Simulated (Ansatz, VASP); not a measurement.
# C in VASP and in Ansatz

File POSCAR:

```
C
1.0
    2.1237685410     -1.2262294453      0.0000000000
    2.1237685410      1.2262294453      0.0000000000
   -1.3767677086      0.0000000000      3.4969821928
C
2
Direct
    0.8224100000      0.8393600000      0.9995100000
    0.1642600000      0.1634100000      0.9948100000
```

The input INCAR.step1:

```
ALGO     = Normal         # electronic algorithm
EDIFF    = 1E-4           # SCF threshold, eV
ENCUT    = 520            # plane-wave cutoff, eV
GGA      = PE             # functional
ISMEAR   = -1             # smearing method
LASPH    = True           # aspherical terms in the spheres
LCHARG   = False          # write CHGCAR
LREAL    = False          # projectors in reciprocal space
LWAVE    = True           # write WAVECAR
NBANDS   = 11             # bands
NELM     = 80             # most SCF steps
PREC     = Accurate       # precision mode
SIGMA    = 0.05           # smearing width, eV
```

The input INCAR.step2:

```
ALGO     = Normal         # electronic algorithm
EDIFF    = 1E-7           # SCF threshold, eV
ENCUT    = 520            # plane-wave cutoff, eV
ISIF     = 2              # what is computed and relaxed
ISMEAR   = -1             # smearing method
ISTART   = 1            
LASPH    = True           # aspherical terms in the spheres
LCHARG   = False          # write CHGCAR
LMIXTAU  = True         
LREAL    = False          # projectors in reciprocal space
LWAVE    = False          # write WAVECAR
METAGGA  = R2SCAN         # meta-GGA
NBANDS   = 11             # bands
NELM     = 80             # most SCF steps
PREC     = Accurate       # precision mode
SIGMA    = 0.05           # smearing width, eV
```

KPOINTS

```
k-points
0
Gamma
  9 9 6
```

Input for Ansatz:

```yaml
crystal:
  lattice:
    - [2.1237685409750218, -1.226229445268601, 0.0]
    - [2.1237685409750218, 1.226229445268601, 0.0]
    - [-1.3767677085734273, 0.0, 3.4969821927982325]
  atoms:
    - { symbol: C, position: [0.82241, 0.83936, 0.99951] }
    - { symbol: C, position: [0.16426, 0.16341, 0.99481] }
basis:
  ecutwfc: 650.0
  xc_grid: 2
kpoints:
  mp_grid:
    grid: [9, 9, 6]
hamiltonian:
  xc: r2scan
scf:
  convergence:
    dr2_threshold: 1.0e-09
  occupations:
    method: fermi_dirac
    width: 0.05
output:
  forces: true
  stress: true
```

This is a stacking variant of graphite.

Alike in both runs: task single point; functional r2SCAN; k mesh 9 × 9 × 6; occupations fermi-dirac, width 0.05 eV; no spin polarisation.

```csv
,VASP,Ansatz
version,VASP 6.6.1,Ansatz 0.2.0
potentials or method,"VASP PAW PBE potentials, release 64 (C)","plane waves, PAW"
plane-wave cutoff (eV),520,650
valence electrons in the cell,8,8
```

Ansatz gave:

| Quantity | Value |
| --- | --- |
| pressure (GPa) | 1.4 |
| largest component of the traceless stress (GPa) | 1.78 |
| rms of the force components (eV/Å) | 0.728 |

What did VASP give for the same quantities?

Pressure (GPa): 2.1; largest component of the traceless stress (GPa): 2.43; rms of the force components (eV/Å): 0.729.

Atom by atom the forces differ by 0.002 eV/Å (rms over components). Ansatz warned: «stress_scf_threshold_loose».

Caveats: the PAW data sets were made with another functional, which shifts forces and pressure a little (VASP).
